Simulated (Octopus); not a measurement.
KF (Carobbiite):

```
K F
1.0
     0.00000    2.67185    2.67185
     2.67185    0.00000    2.67185
     2.67185    2.67185    0.00000
K F
1 1
Cartesian
  0.0000 0.0000 0.0000
  2.6719 2.6719 2.6719
```

Base run:

| Property | Result |
| --- | --- |
| Program | Octopus 16.4 |
| Functional | PBE |
| Potentials or basis | pseudodojo_pbe (PseudoDojo 0.5, PBE) |
| Grid spacing | 0.130 Å |
| k mesh | 9 × 9 × 9 |
| Occupations | fermi-dirac, width 0.05 eV |
| Spin | no spin polarisation |

Its results: band gap on the k mesh 6.20 eV, direct.

Task: The run is repeated on the same cell with these changes: functional from PBE to PBEsol; potentials or basis from pseudodojo_pbe (PseudoDojo 0.5, PBE) to pseudodojo_pbesol (PseudoDojo 0.4, PBEsol). What comes out?

Result: Band gap on the k mesh 6.06 eV, direct.

Caveats: an odd mesh through Γ misses points on the zone boundary, where band edges often lie.

Not every run made on this cell is shown here.
